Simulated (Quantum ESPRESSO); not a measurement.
# BaTiO3 (Barioperovskite) (Amm2) in Quantum ESPRESSO: further runs, part 3 of 3

Quantum ESPRESSO 7.5. Earlier steps stand in the parts before.

### Step 5. Dielectric tensor, BLYP

File pw.in:

```
&CONTROL
  calculation = 'scf'
  prefix = 'pwscf'
  outdir = './tmp'
  pseudo_dir = './pseudo'
  tprnfor = .true.
  tstress = .true.
  disk_io = 'low'
/
&SYSTEM
  ibrav = 0
  celldm(1) = 8
  nat = 5
  ntyp = 3
  ecutwfc = 45
  ecutrho = 360
  nbnd = 28
  input_dft = 'blyp'
  occupations = 'smearing'
  smearing = 'fd'
  degauss = 0.00367493
/
&ELECTRONS
  conv_thr = 1d-09
  electron_maxstep = 120
  mixing_beta = 0.5
/
ATOMIC_SPECIES
Ba   137.3270 ba_pbe_v1.uspp.F.UPF
Ti    47.8670 ti_pbe_v1.4.uspp.F.UPF
O     15.9990 o_pbe_v1.2.uspp.F.UPF
CELL_PARAMETERS alat
  0.9414379337120   0.0000000000000   0.0000000000000
  0.0000000000000   0.6701205053689   0.6720692854349
  0.0000000000000  -0.6701205053689   0.6720692854349
ATOMIC_POSITIONS crystal
Ba     0.0000000000    0.0000000000    0.0000000000
Ti     0.5000000000    0.5124000000    0.5124000000
O      0.5000000000    0.9918400000    0.5052400000
O      0.5000000000    0.5052400000    0.9918400000
O      0.0000000000    0.4874000000    0.4874000000
K_POINTS automatic
4 4 4 1 1 1
```

File scf2.in:

```
&CONTROL
  calculation = 'scf'
  prefix = 'pwscf'
  outdir = './tmp'
  pseudo_dir = './pseudo'
  tprnfor = .true.
  tstress = .true.
  disk_io = 'low'
/
&SYSTEM
  ibrav = 0
  celldm(1) = 8
  nat = 5
  ntyp = 3
  ecutwfc = 45
  ecutrho = 360
  nbnd = 28
  input_dft = 'blyp'
  occupations = 'fixed'
/
&ELECTRONS
  conv_thr = 1d-13
  electron_maxstep = 120
  mixing_beta = 0.5
  startingpot = 'file'
  startingwfc = 'file'
/
ATOMIC_SPECIES
Ba   137.3270 ba_pbe_v1.uspp.F.UPF
Ti    47.8670 ti_pbe_v1.4.uspp.F.UPF
O     15.9990 o_pbe_v1.2.uspp.F.UPF
CELL_PARAMETERS alat
  0.9414379337120   0.0000000000000   0.0000000000000
  0.0000000000000   0.6701205053689   0.6720692854349
  0.0000000000000  -0.6701205053689   0.6720692854349
ATOMIC_POSITIONS crystal
Ba     0.0000000000    0.0000000000    0.0000000000
Ti     0.5000000000    0.5124000000    0.5124000000
O      0.5000000000    0.9918400000    0.5052400000
O      0.5000000000    0.5052400000    0.9918400000
O      0.0000000000    0.4874000000    0.4874000000
K_POINTS automatic
4 4 4 1 1 1
```

File ph.in:

```
dielectric of BaTiO3
&INPUTPH
  prefix = 'pwscf'
  outdir = './tmp'
  tr2_ph = 1d-18
  fildyn = 'dyn'
  niter_ph = 90
  alpha_mix(1) = 0.7
  epsil = .true.
  trans = .false.
  zeu = .true.
/
0.0000000000 0.0000000000 0.0000000000
```

Potentials or basis: GBRV 1.5 PBE.

On the command line:

```sh
> OMP_NUM_THREADS=1 pw.x -in pw.in > pw.out
> OMP_NUM_THREADS=1 pw.x -in scf2.in > scf2.out
> OMP_NUM_THREADS=1 ph.x -in ph.in > ph.out
```

pw.out:

```text
This program is part of the open-source Quantum ESPRESSO suite
     for quantum simulation of materials; please cite
         "P. Giannozzi et al., J. Phys.:Condens. Matter 21 395502 (2009);
         "P. Giannozzi et al., J. Phys.:Condens. Matter 29 465901 (2017);
         "P. Giannozzi et al., J. Chem. Phys. 152 154105 (2020);
     in publications or presentations arising from this work. More details at

     IMPORTANT: XC functional enforced from input :
     Exchange-correlation= BLYP
                           (   1   3   1   3   0   0   0)
     Any further DFT definition will be discarded
     Please, verify this is what you really want

     Message from routine setup:
     using ibrav=0 with symmetry is DISCOURAGED, use correct ibrav instead

     G-vector sticks info
     --------------------
     sticks:   dense  smooth     PW     G-vecs:    dense   smooth      PW
     Sum        1637     817    241                50085    17725    2801
[... 299 lines left out ...]
     8.3533  10.3051  10.3462  10.4951  14.5914  14.6479  14.6542  17.5791
    17.7473  18.4033  18.4667  18.5798

     the Fermi energy is    11.8771 ev

!    total energy              =    -286.68225469 Ry
     estimated scf accuracy    <          2.0E-10 Ry
     smearing contrib. (-TS)   =      -0.00000000 Ry
     internal energy E=F+TS    =    -286.68225469 Ry

     The total energy is F=E-TS. E is the sum of the following terms:
     one-electron contribution =     -72.82632291 Ry
     hartree contribution      =      60.63683120 Ry
     xc contribution           =     -67.57519528 Ry
     ewald contribution        =    -206.91756770 Ry

     convergence has been achieved in  11 iterations

     negative rho (up, down):  8.697E-02 0.000E+00

     Forces acting on atoms (cartesian axes, Ry/au):

     atom    1 type  1   force =     0.00000000    0.00000000    0.00646031
     atom    2 type  2   force =     0.00000000   -0.00000000    0.00055472
     atom    3 type  3   force =     0.00000000    0.00267001   -0.00820487
     atom    4 type  3   force =     0.00000000   -0.00267001   -0.00820487
     atom    5 type  3   force =     0.00000000    0.00000000    0.00939471

     Total force =     0.016709     Total SCF correction =     0.000003

     Computing stress (Cartesian axis) and pressure

     negative rho (up, down):  8.697E-02 0.000E+00
          total   stress  (Ry/bohr**3)                   (kbar)     P=       92.17
   0.00063911   0.00000000  -0.00000000           94.02        0.00       -0.00
   0.00000000   0.00064227  -0.00000000            0.00       94.48       -0.00
  -0.00000000   0.00000000   0.00059830           -0.00        0.00       88.01

=------------------------------------------------------------------------------=
   JOB DONE.
=------------------------------------------------------------------------------=
```

scf2.out:

```text
This program is part of the open-source Quantum ESPRESSO suite
     for quantum simulation of materials; please cite
         "P. Giannozzi et al., J. Phys.:Condens. Matter 21 395502 (2009);
         "P. Giannozzi et al., J. Phys.:Condens. Matter 29 465901 (2017);
         "P. Giannozzi et al., J. Chem. Phys. 152 154105 (2020);
[... 306 lines left out ...]
   0.00000000   0.00064248   0.00000000            0.00       94.51        0.00
   0.00000000  -0.00000000   0.00059852            0.00       -0.00       88.04

=------------------------------------------------------------------------------=
   JOB DONE.
=------------------------------------------------------------------------------=
```

Run time: 15 min. Hardware: 1 thread of Intel Xeon at 2.50GHz (Skylake/Cascade Lake), shared host; peak memory 0.37 GiB.

What came out:

* Free energy: -3900.5108 eV
* Pressure: 9.2 GPa
* Largest force: 0.242 eV/Å
* Electronic dielectric tensor (diagonal): 6.44, 6.06, 5.98
* Born charges (mean of the diagonal): Ba +2.77; Ti +6.87; O -3.13, -3.27 e

Forces on the atoms (eV/Å):
```
Ba   0.000  0.000  0.166
Ti   0.000  0.000  0.014
O    0.000  0.069 -0.211
O    0.000 -0.069 -0.211
O    0.000  0.000  0.242
```

Stress tensor (GPa, compression positive):
```
9.40 0.00 0.00
0.00 9.45 0.00
0.00 0.00 8.80
```

Electronic dielectric tensor:
```
6.44 0.00 0.00
0.00 6.06 0.00
0.00 0.00 5.98
```

Born effective charge tensors (e):
atom 1, Ba
```
2.76 0.00 0.00
0.00 2.77 0.00
0.00 0.00 2.79
```
atom 2, Ti
```
7.14 0.00 0.00
0.00 6.81 0.00
0.00 0.00 6.65
```
atom 3, O
```
-2.09  0.00  0.00
 0.00 -3.69 -1.63
 0.00 -1.54 -3.60
```
atom 4, O
```
-2.09  0.00  0.00
 0.00 -3.69  1.63
 0.00  1.54 -3.60
```
atom 5, O
```
-5.67  0.00  0.00
 0.00 -2.05  0.00
 0.00  0.00 -2.08
```

Caveat: the mesh is thin for the dielectric tensor, Born charges and intensities, which usually come out too large; the potentials were made for another functional, which shifts forces and pressure; the cell is more than 3 GPa from zero pressure, which shifts response properties; the Born charges break their sum rule by 0.12 e, a sign of too thin a mesh.

### Step 6. The runs side by side

```tsv
level	potentials or basis	form of the LDA correlation	pressure (GPa)	largest force (eV/Å)
LDA	GBRV 1.5 LDA	PZ81	-7.5	0.29
PBEsol	GBRV 1.5 PBEsol	-	-2.9	0.26
WC	GBRV 1.5 PBE	-	-2.4	0.24
BLYP	GBRV 1.5 PBE	-	9.2	0.24
```

Alike in all rows: task dielectric tensor; no spin polarisation; cell as given; k mesh 4 × 4 × 4, shifted; cutoff (eV) 612; smearing fermi-dirac 0.05 eV.

Caveats: the cell is more than 3 GPa from zero pressure, which shifts response properties (some runs); the potentials were made for another functional, which shifts forces and pressure (some runs).

Total energies depend on the potentials used, so only differences within one code and one set of settings carry meaning.
